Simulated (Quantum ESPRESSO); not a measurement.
# MnS (Fm-3m) in Quantum ESPRESSO: notebook, part 3 of 4

Quantum ESPRESSO 7.5. The steps go on from the part before.

**4. Phonon dispersion, PBEsol, collinear spin, ferromagnetic start**

pw.in

```
&CONTROL
  calculation = 'scf'
  prefix = 'pwscf'
  outdir = './tmp'
  pseudo_dir = './pseudo'
  tprnfor = .true.
  tstress = .true.
  disk_io = 'low'
/
&SYSTEM
  ibrav = 0
  nat = 2
  ntyp = 2
  ecutwfc = 45
  ecutrho = 360
  nbnd = 20
  occupations = 'smearing'
  smearing = 'mv'
  degauss = 0.01469973
  nspin = 2
  starting_magnetization(1) = 0.2667
  starting_magnetization(2) = 0
/
&ELECTRONS
  conv_thr = 4d-10
  electron_maxstep = 120
  mixing_beta = 0.3
/
ATOMIC_SPECIES
Mn    54.9380 mn_pbesol_v1.5.uspp.F.UPF
S     32.0600 s_pbesol_v1.4.uspp.F.UPF
CELL_PARAMETERS angstrom
   0.0000000000    2.6045000000    2.6045000000
   2.6045000000    0.0000000000    2.6045000000
   2.6045000000    2.6045000000    0.0000000000
ATOMIC_POSITIONS crystal
Mn     0.0000000000    0.0000000000    0.0000000000
S      0.5000000000    0.5000000000    0.5000000000
K_POINTS automatic
10 10 10 0 0 0
```

relax.in

```
&CONTROL
  calculation = 'vc-relax'
  prefix = 'pwscf'
  outdir = './tmp'
  pseudo_dir = './pseudo'
  tprnfor = .true.
  tstress = .true.
  disk_io = 'low'
  nstep = 40
  forc_conv_thr = 0.0001
  etot_conv_thr = 1d-06
/
&SYSTEM
  ibrav = 0
  nat = 2
  ntyp = 2
  ecutwfc = 45
  ecutrho = 360
  nbnd = 20
  occupations = 'smearing'
  smearing = 'mv'
  degauss = 0.01469973
  nspin = 2
  starting_magnetization(1) = 0.2667
  starting_magnetization(2) = 0
/
&ELECTRONS
  conv_thr = 4d-10
  electron_maxstep = 120
  mixing_beta = 0.3
/
&IONS
  ion_dynamics = 'bfgs'
/
&CELL
  cell_dynamics = 'bfgs'
  press = 0
  press_conv_thr = 0.2
/
ATOMIC_SPECIES
Mn    54.9380 mn_pbesol_v1.5.uspp.F.UPF
S     32.0600 s_pbesol_v1.4.uspp.F.UPF
CELL_PARAMETERS angstrom
   0.0000000000    2.6045000000    2.6045000000
   2.6045000000    0.0000000000    2.6045000000
   2.6045000000    2.6045000000    0.0000000000
ATOMIC_POSITIONS crystal
Mn     0.0000000000    0.0000000000    0.0000000000
S      0.5000000000    0.5000000000    0.5000000000
K_POINTS automatic
10 10 10 0 0 0
```

scf2.in

```
&CONTROL
  calculation = 'scf'
  prefix = 'pwscf'
  outdir = './tmp'
  pseudo_dir = './pseudo'
  tprnfor = .true.
  tstress = .true.
  disk_io = 'low'
/
&SYSTEM
  ibrav = 0
  nat = 2
  ntyp = 2
  ecutwfc = 45
  ecutrho = 360
  nbnd = 20
  occupations = 'smearing'
  smearing = 'mv'
  degauss = 0.01469973
  nspin = 2
  starting_magnetization(1) = 0.2667
  starting_magnetization(2) = 0
/
&ELECTRONS
  conv_thr = 1d-13
  electron_maxstep = 120
  mixing_beta = 0.3
  startingpot = 'file'
  startingwfc = 'file'
/
ATOMIC_SPECIES
Mn    54.9380 mn_pbesol_v1.5.uspp.F.UPF
S     32.0600 s_pbesol_v1.4.uspp.F.UPF
CELL_PARAMETERS angstrom
   0.0000000000    2.4708760355    2.4708760355
   2.4708760355    0.0000000000    2.4708760355
   2.4708760355    2.4708760355    0.0000000000
ATOMIC_POSITIONS crystal
Mn     0.0000000000    0.0000000000    0.0000000000
S      0.5000000000    0.5000000000    0.5000000000
K_POINTS automatic
10 10 10 0 0 0
```

ph.in

```
phonon_bands of MnS
&INPUTPH
  prefix = 'pwscf'
  outdir = './tmp'
  tr2_ph = 1d-16
  fildyn = 'dyn'
  niter_ph = 60
  alpha_mix(1) = 0.4
  ldisp = .true.
  nq1 = 2
  nq2 = 2
  nq3 = 2
/
```

q2r.in

```
&INPUT
  fildyn = 'dyn'
  zasr = 'crystal'
  flfrc = 'fc'
/
```

matdyn.in

```
&INPUT
  asr = 'crystal'
  flfrc = 'fc'
  flfrq = 'freq'
  q_in_cryst_coord = .true.
  flvec = ' '
/
80
 0.0000000000  0.0000000000  0.0000000000
 0.0454545455  0.0000000000  0.0454545455
 0.0909090909  0.0000000000  0.0909090909
 0.1363636364  0.0000000000  0.1363636364
 0.1818181818  0.0000000000  0.1818181818
 0.2272727273  0.0000000000  0.2272727273
 0.2727272727  0.0000000000  0.2727272727
 0.3181818182  0.0000000000  0.3181818182
 0.3636363636  0.0000000000  0.3636363636
 0.4090909091  0.0000000000  0.4090909091
 0.4545454545  0.0000000000  0.4545454545
 0.5000000000  0.0000000000  0.5000000000
 0.5000000000  0.0500000000  0.5500000000
 0.5000000000  0.1000000000  0.6000000000
 0.5000000000  0.1500000000  0.6500000000
 0.5000000000  0.2000000000  0.7000000000
 0.5000000000  0.2500000000  0.7500000000
 0.4687500000  0.2812500000  0.7500000000
 0.4375000000  0.3125000000  0.7500000000
 0.4062500000  0.3437500000  0.7500000000
 0.3750000000  0.3750000000  0.7500000000
 0.3461538462  0.3461538462  0.6923076923
 0.3173076923  0.3173076923  0.6346153846
 0.2884615385  0.2884615385  0.5769230769
 0.2596153846  0.2596153846  0.5192307692
 0.2307692308  0.2307692308  0.4615384615
 0.2019230769  0.2019230769  0.4038461538
 0.1730769231  0.1730769231  0.3461538462
 0.1442307692  0.1442307692  0.2884615385
 0.1153846154  0.1153846154  0.2307692308
 0.0865384615  0.0865384615  0.1730769231
 0.0576923077  0.0576923077  0.1153846154
 0.0288461538  0.0288461538  0.0576923077
 0.0000000000  0.0000000000  0.0000000000
 0.0454545455  0.0454545455  0.0454545455
 0.0909090909  0.0909090909  0.0909090909
 0.1363636364  0.1363636364  0.1363636364
 0.1818181818  0.1818181818  0.1818181818
 0.2272727273  0.2272727273  0.2272727273
 0.2727272727  0.2727272727  0.2727272727
 0.3181818182  0.3181818182  0.3181818182
 0.3636363636  0.3636363636  0.3636363636
 0.4090909091  0.4090909091  0.4090909091
 0.4545454545  0.4545454545  0.4545454545
 0.5000000000  0.5000000000  0.5000000000
 0.5178571429  0.4642857143  0.5178571429
 0.5357142857  0.4285714286  0.5357142857
 0.5535714286  0.3928571429  0.5535714286
 0.5714285714  0.3571428571  0.5714285714
 0.5892857143  0.3214285714  0.5892857143
 0.6071428571  0.2857142857  0.6071428571
 0.6250000000  0.2500000000  0.6250000000
 0.5937500000  0.2500000000  0.6562500000
 0.5625000000  0.2500000000  0.6875000000
 0.5312500000  0.2500000000  0.7187500000
 0.5000000000  0.2500000000  0.7500000000
 0.5000000000  0.2750000000  0.7250000000
 0.5000000000  0.3000000000  0.7000000000
 0.5000000000  0.3250000000  0.6750000000
 0.5000000000  0.3500000000  0.6500000000
 0.5000000000  0.3750000000  0.6250000000
 0.5000000000  0.4000000000  0.6000000000
 0.5000000000  0.4250000000  0.5750000000
 0.5000000000  0.4500000000  0.5500000000
 0.5000000000  0.4750000000  0.5250000000
 0.5000000000  0.5000000000  0.5000000000
 0.4861111111  0.4861111111  0.5277777778
 0.4722222222  0.4722222222  0.5555555556
 0.4583333333  0.4583333333  0.5833333333
 0.4444444444  0.4444444444  0.6111111111
 0.4305555556  0.4305555556  0.6388888889
 0.4166666667  0.4166666667  0.6666666667
 0.4027777778  0.4027777778  0.6944444444
 0.3888888889  0.3888888889  0.7222222222
 0.3750000000  0.3750000000  0.7500000000
 0.6250000000  0.2500000000  0.6250000000
 0.5937500000  0.1875000000  0.5937500000
 0.5625000000  0.1250000000  0.5625000000
 0.5312500000  0.0625000000  0.5312500000
 0.5000000000  0.0000000000  0.5000000000
```

matdyn_dos.in

```
&INPUT
  asr = 'crystal'
  flfrc = 'fc'
  dos = .true.
  fldos = 'phdos'
  nk1 = 15
  nk2 = 15
  nk3 = 15
  deltaE = 2
  flvec = ' '
  flfrq = ' '
/
```

Potentials or basis: GBRV 1.5 PBEsol.

Command:

```console
OMP_NUM_THREADS=1 mpirun -n 4 pw.x -nk 4 -in pw.in > pw.out
OMP_NUM_THREADS=1 mpirun -n 4 pw.x -nk 4 -in relax.in > relax.out
OMP_NUM_THREADS=1 mpirun -n 4 pw.x -nk 4 -in scf2.in > scf2.out
OMP_NUM_THREADS=1 mpirun -n 4 ph.x -nk 4 -in ph.in > ph.out
OMP_NUM_THREADS=1 mpirun -n 1 q2r.x -in q2r.in > q2r.out
OMP_NUM_THREADS=1 mpirun -n 1 matdyn.x -in matdyn.in > matdyn.out
OMP_NUM_THREADS=1 mpirun -n 1 matdyn.x -in matdyn_dos.in > matdyn_dos.out
```

pw.out:

```text
This program is part of the open-source Quantum ESPRESSO suite
     for quantum simulation of materials; please cite
[... 6 lines left out ...]
     using ibrav=0 with symmetry is DISCOURAGED, use correct ibrav instead

     K-points division:     npool     =       4
     Subspace diagonalization in iterative solution of the eigenvalue problem:
     a serial algorithm will be used

     G-vector sticks info
     --------------------
     sticks:   dense  smooth     PW     G-vecs:    dense   smooth      PW
     Sum        1201     595    199                27389     9721    1759

     Using Slab Decomposition

     bravais-lattice index     =            0
     lattice parameter (alat)  =       6.9605  a.u.
     unit-cell volume          =     238.4513 (a.u.)^3
     number of atoms/cell      =            2
     number of atomic types    =            2
     number of electrons       =        21.00
     number of Kohn-Sham states=           20
     kinetic-energy cutoff     =      45.0000  Ry
     charge density cutoff     =     360.0000  Ry
     scf convergence threshold =      4.0E-10
     mixing beta               =       0.3000
     number of iterations used =            8  plain     mixing
     Exchange-correlation= SLA  PW   PSX  PSC
                           (   1   4  10   8   0   0   0)

     celldm(1)=   6.960465  celldm(2)=   0.000000  celldm(3)=   0.000000
     celldm(4)=   0.000000  celldm(5)=   0.000000  celldm(6)=   0.000000

     crystal axes: (cart. coord. in units of alat)
               a(1) = (   0.000000   0.707107   0.707107 )
               a(2) = (   0.707107   0.000000   0.707107 )
               a(3) = (   0.707107   0.707107   0.000000 )

     reciprocal axes: (cart. coord. in units 2 pi/alat)
               b(1) = ( -0.707107  0.707107  0.707107 )
               b(2) = (  0.707107 -0.707107  0.707107 )
               b(3) = (  0.707107  0.707107 -0.707107 )

     PseudoPot. # 1 for Mn read from file:
     mn_pbesol_v1.5.uspp.F.UPF
     Pseudo is Ultrasoft + core correction, Zval = 15.0
     Generated by new atomic code, or converted to UPF format
     Using radial grid of  859 points,  6 beta functions with:
                l(1) =   0
                l(2) =   0
                l(3) =   1
                l(4) =   1
                l(5) =   2
                l(6) =   2
     Q(r) pseudized with  8 coefficients,  rinner =    0.950   0.950   0.950
                                                       0.950   0.950

     PseudoPot. # 2 for S  read from file:
     s_pbesol_v1.4.uspp.F.UPF
     Pseudo is Ultrasoft + core correction, Zval =  6.0
     Generated by new atomic code, or converted to UPF format
     Using radial grid of  907 points,  6 beta functions with:
                l(1) =   0
                l(2) =   0
                l(3) =   1
                l(4) =   1
                l(5) =   2
                l(6) =   2
     Q(r) pseudized with  8 coefficients,  rinner =    1.300   1.300   1.300
                                                       1.300   1.300

     atomic species   valence    mass     pseudopotential
     Mn               15.00    54.93800     Mn( 1.00)
     S                 6.00    32.06000     S ( 1.00)

     Starting magnetic structure
     atomic species   magnetization
     Mn              0.267
     S               0.000

     48 Sym. Ops., with inversion, found

   Cartesian axes

     site n.     atom                  positions (alat units)
         1        Mn     tau(   1) = (   0.0000000   0.0000000   0.0000000  )
         2        S      tau(   2) = (   0.7071068   0.7071068   0.7071068  )

     number of k points=    47  Marzari-Vanderbilt smearing, width (Ry)=  0.0147
                       cart. coord. in units 2pi/alat
        k(    1) = (   0.0000000   0.0000000   0.0000000), wk =   0.0010000
        k(    2) = (   0.0707107   0.0707107  -0.0707107), wk =   0.0080000
        k(    3) = (   0.1414214   0.1414214  -0.1414214), wk =   0.0080000
        k(    4) = (   0.2121320   0.2121320  -0.2121320), wk =   0.0080000
        k(    5) = (   0.2828427   0.2828427  -0.2828427), wk =   0.0080000
        k(    6) = (  -0.3535534  -0.3535534   0.3535534), wk =   0.0040000
[... 39 lines left out ...]
        k(   46) = (  -0.0707107  -0.3535534   0.6363961), wk =   0.0240000
        k(   47) = (  -0.7071068   0.2828427   0.0000000), wk =   0.0120000

     Dense  grid:    27389 G-vectors     FFT dimensions: (  45,  45,  45)

     Smooth grid:     9721 G-vectors     FFT dimensions: (  30,  30,  30)

     Check: negative core charge=   -0.000011
     Generating pointlists ...
     new r_m :   0.2917 (alat units)  2.0302 (a.u.) for type    1
     new r_m :   0.2917 (alat units)  2.0302 (a.u.) for type    2

     Initial potential from superposition of free atoms

     starting charge      20.4999, renormalised to      21.0000
     Starting wfcs are   17 randomized atomic wfcs +    3 random wfcs

     Self-consistent Calculation

     iteration #  1     ecut=    45.00 Ry     beta= 0.30
     Davidson diagonalization with overlap
     ethr =  1.00E-02,  avg # of iterations =  6.6

     total energy              =    -234.94666990 Ry
     estimated scf accuracy    <       0.74634466 Ry
[... 120 lines left out ...]
     iteration # 12     ecut=    45.00 Ry     beta= 0.30
     Davidson diagonalization with overlap
     ethr =  1.16E-11,  avg # of iterations =  2.5

     negative rho (up, down):  0.000E+00 2.109E-04

     Magnetic moment per site  (integrated on atomic sphere of radius R)
     atom   1 (R=0.292)  charge= 13.1917  magn=  4.2041
     atom   2 (R=0.292)  charge=  4.6346  magn=  0.1478

     End of self-consistent calculation

 ------ SPIN UP ------------

          k = 0.0000 0.0000 0.0000 (  1243 PWs)   bands (ev):

   -71.5471 -40.4039 -40.4039 -40.4039  -4.4168   6.7981   6.7981   6.7981
     6.8902   6.8902   8.3015   8.3015   8.3015  11.7673  18.6045  18.6045
    18.6045  20.5790  21.7011  21.7011

          k = 0.0707 0.0707-0.0707 (  1239 PWs)   bands (ev):
[... 175 lines left out ...]
   -71.5464 -40.4114 -40.4071 -40.4071  -2.9271   4.1953   6.2593   6.6698
     6.6698   7.1443   7.4652   7.4652   7.9359  10.9098  15.5076  20.1969
    21.9791  21.9791  23.8449  24.0125

          k = 0.2828 0.1414 0.0000 (  1224 PWs)   bands (ev):

   -71.5468 -40.4075 -40.4054 -40.4046  -3.8025   4.9528   5.9798   6.1326
     6.9011   7.1220   7.8946   8.3128   9.6208  14.4657  15.9886  16.5923
    18.2216  19.0315  21.8529  23.4876

          k = 0.3536 0.2121-0.0707 (  1222 PWs)   bands (ev):
[... 85 lines left out ...]
   -71.5464 -40.4099 -40.4086 -40.4071  -2.8260   4.5975   5.0886   5.1270
     7.4490   7.4658   7.5363   7.7405   8.0932  13.6510  16.5687  17.3560
    17.9016  23.0085  23.7302  23.9986

 ------ SPIN DOWN ----------

          k = 0.0000 0.0000 0.0000 (  1243 PWs)   bands (ev):

   -66.7766 -35.7369 -35.7369 -35.7369  -4.0852   8.5561   8.5561   8.5561
    10.4817  10.4817  10.4817  10.5650  10.5650  12.7953  19.7250  19.7250
    19.7250  20.8431  22.8427  23.8717

          k = 0.0707 0.0707-0.0707 (  1239 PWs)   bands (ev):
[... 175 lines left out ...]
   -66.7758 -35.7472 -35.7413 -35.7413  -2.6306   4.6051   7.0196   7.0196
     9.3357  11.0027  11.7244  11.7244  11.8207  12.4985  17.2204  20.7339
    23.1512  23.1512  24.1720  24.7615

          k = 0.2828 0.1414 0.0000 (  1224 PWs)   bands (ev):

   -66.7763 -35.7418 -35.7388 -35.7378  -3.4988   5.8963   7.3792   7.4547
    10.4587  10.9054  11.3548  11.3841  12.2119  15.5452  17.1928  17.6642
    19.2718  19.9071  22.7696  24.4245

          k = 0.3536 0.2121-0.0707 (  1222 PWs)   bands (ev):
[... 85 lines left out ...]
   -66.7757 -35.7451 -35.7433 -35.7413  -2.5499   5.1326   5.7657   6.1087
    10.8262  11.3737  11.4428  11.7258  11.7261  15.1721  17.5515  18.4860
    18.5111  24.0746  24.1452  24.4976

     the Fermi energy is    10.1673 ev

!    total energy              =    -235.14947898 Ry
     estimated scf accuracy    <          1.5E-10 Ry
     smearing contrib. (-TS)   =       0.00004342 Ry
     internal energy E=F+TS    =    -235.14952240 Ry

     The total energy is F=E-TS. E is the sum of the following terms:
     one-electron contribution =    -132.76791134 Ry
     hartree contribution      =      73.92588999 Ry
     xc contribution           =     -34.81421894 Ry
     ewald contribution        =    -141.49328211 Ry

     total magnetization       =     4.71 Bohr mag/cell
     absolute magnetization    =     4.71 Bohr mag/cell

     convergence has been achieved in  12 iterations

     negative rho (up, down):  0.000E+00 2.109E-04

     Forces acting on atoms (cartesian axes, Ry/au):

     atom    1 type  1   force =    -0.00000000   -0.00000000   -0.00000000
     atom    2 type  2   force =     0.00000000    0.00000000    0.00000000

     Total force =     0.000000     Total SCF correction =     0.000000

     Computing stress (Cartesian axis) and pressure

     negative rho (up, down):  0.000E+00 2.109E-04
          total   stress  (Ry/bohr**3)                   (kbar)     P=      -70.65
  -0.00048028  -0.00000000  -0.00000000          -70.65       -0.00       -0.00
  -0.00000000  -0.00048028  -0.00000000           -0.00      -70.65       -0.00
  -0.00000000  -0.00000000  -0.00048028           -0.00       -0.00      -70.65

=------------------------------------------------------------------------------=
   JOB DONE.
=------------------------------------------------------------------------------=
```

Run time: 14 min. Hardware: 4 MPI ranks of Intel Xeon Platinum 8375C at 2.90GHz (Ice Lake), shared host; peak memory 0.56 GiB.

What came out:

- Free energy: -3199.5030 eV
- Relaxed volume: 15.09 Å³/atom
- Relaxed cell: a = 3.494 Å, b = 3.494 Å, c = 3.494 Å, α = 60.00°, β = 60.00°, γ = 60.00°
- Space group after relaxing (to 0.05 Å): Fm-3m (No. 225)
- Pressure after relaxing: 0.0 GPa
- Band gap on the k mesh: none (metal or under the smearing width)
- Net moment: 4.13 μB per cell
- Absolute moment: 4.14 μB per cell
- Site moments: Mn +3.70; S +0.09 μB
- Valence electrons inside the program's atomic spheres: Mn 13.19; S 4.63
- Highest phonon frequency: 308 cm⁻¹
- Zero-point energy: 0.034 eV/atom

Step by step:
| step | energy change (eV) | largest force (eV/Å) | pressure (GPa) | volume (Å³) |
| --- | --- | --- | --- | --- |
| 1 | 0.0000 | 0.0000 | -7.07 | 35.33 |
| 2 | -0.0505 | 0.0000 | -5.80 | 34.08 |
| 3 | -0.1065 | 0.0000 | -4.02 | 32.25 |
| 4 | -0.1337 | 0.0000 | 1.57 | 29.63 |
| 5 | -0.1361 | 0.0000 | -0.40 | 30.32 |
| 6 | -0.1363 | 0.0000 | -0.01 | 30.18 |
| 7 | -0.1363 | 0.0000 | 0.00 | 30.17 |

Final structure:
```
CELL_PARAMETERS angstrom
0.00000 2.47088 2.47088
2.47088 0.00000 2.47088
2.47088 2.47088 0.00000
ATOMIC_POSITIONS crystal
Mn 0.00000 0.00000 0.00000
S 0.50000 0.50000 0.50000
```

Levels at points of the mesh, in eV from the Fermi level:
Spin up:
```tsv
k point	band 9	band 10	band 11	band 12	band 13	band 14	band 15	band 16	band 17	band 18
(0.00, 0.00, 0.00)	-3.30	-3.30	-2.07	-2.07	-2.07	2.94	8.82	8.82	8.82	10.64
(0.00, 0.00, -0.50)	-2.62	-2.62	-2.16	1.08	1.08	2.79	5.39	5.39	10.50	12.63
(0.00, -0.50, -0.50)	-4.02	-2.93	-2.42	-2.42	-1.76	1.20	5.65	11.48	13.55	13.55
```
Spin down:
| k point | band 6 | band 7 | band 8 | band 9 | band 10 | band 11 |
| --- | --- | --- | --- | --- | --- | --- |
| (0.00, 0.00, 0.00) | -1.86 | -1.86 | -1.86 | -0.25 | -0.25 | -0.25 |
| (0.00, 0.00, -0.50) | -7.54 | -4.09 | -4.09 | 1.07 | 1.07 | 1.35 |
| (0.00, -0.50, -0.50) | -6.59 | -3.71 | -3.71 | -1.70 | 0.47 | 1.39 |

Phonon frequencies in cm⁻¹ (negative: imaginary):
```
              q point              frequencies
(0.000, 0.000, 0.000)        0 0 0 263 263 263
(0.318, 0.000, 0.318)    66 66 149 265 270 270
(0.500, 0.150, 0.650)   90 107 130 258 282 298
(0.346, 0.346, 0.692)   98 122 140 238 271 287
(0.144, 0.144, 0.288)    32 94 122 231 258 262
(0.091, 0.091, 0.091)     29 29 48 259 259 264
(0.409, 0.409, 0.409)  132 132 158 199 199 275
(0.589, 0.321, 0.589)  105 123 141 233 261 286
(0.500, 0.275, 0.725)    98 99 156 238 286 287
(0.500, 0.450, 0.550)  140 140 157 192 205 278
(0.431, 0.431, 0.639)  112 129 147 219 245 283
(0.562, 0.125, 0.562)   94 101 112 274 280 304
```

Phonon frequencies at the corners of the path (cm⁻¹, interpolated; i marks imaginary ones):
```
point              frequencies
    Γ        0 0 0 263 263 263
    X    88 88 115 281 281 308
    W    98 98 156 239 287 287
    K  104 111 128 252 275 293
    L  149 149 164 183 183 277
    U  104 111 128 252 275 293
```

Phonon states per cell in windows of 20 cm⁻¹ (negative: imaginary):
```csv
from (cm⁻¹),total,Mn,S
0,0.01,0.01,0.00
20,0.06,0.04,0.02
40,0.13,0.09,0.05
60,0.25,0.17,0.08
80,0.56,0.41,0.15
100,0.62,0.49,0.14
120,0.58,0.49,0.10
140,0.76,0.71,0.05
160,0.00,0.00,0.00
180,0.05,0.01,0.04
200,0.29,0.05,0.24
220,0.47,0.09,0.38
240,0.58,0.13,0.45
260,1.02,0.21,0.82
280,0.53,0.08,0.45
300,0.03,0.00,0.03
```

Harmonic thermodynamics per atom at this volume (zero-point energy 34.2 meV, Debye temperature from the second moment 370 K):
| T (K) | free energy (meV) | entropy (k_B) | heat capacity Cv (k_B) |
| --- | --- | --- | --- |
| 50 | 33.7 | 0.36 | 0.75 |
| 100 | 30.4 | 1.22 | 1.75 |
| 200 | 13.0 | 2.74 | 2.56 |
| 298.15 | -14.9 | 3.81 | 2.78 |
| 500 | -95.0 | 5.29 | 2.92 |
| 800 | -251.0 | 6.67 | 2.97 |

Caveat: the q mesh is small, so phonon branches between its points and thermal values are rough; a cell with one magnetic atom can't hold antiferromagnetic order, which such compounds often take; semilocal functionals often make such compounds metallic where correlation or magnetic order opens a gap, which also shifts bond lengths. With open d or f shells a metallic result of PBEsol can be an artefact of self-interaction; +U or a hybrid may open a gap.

(Continued in part 4 of 4.)
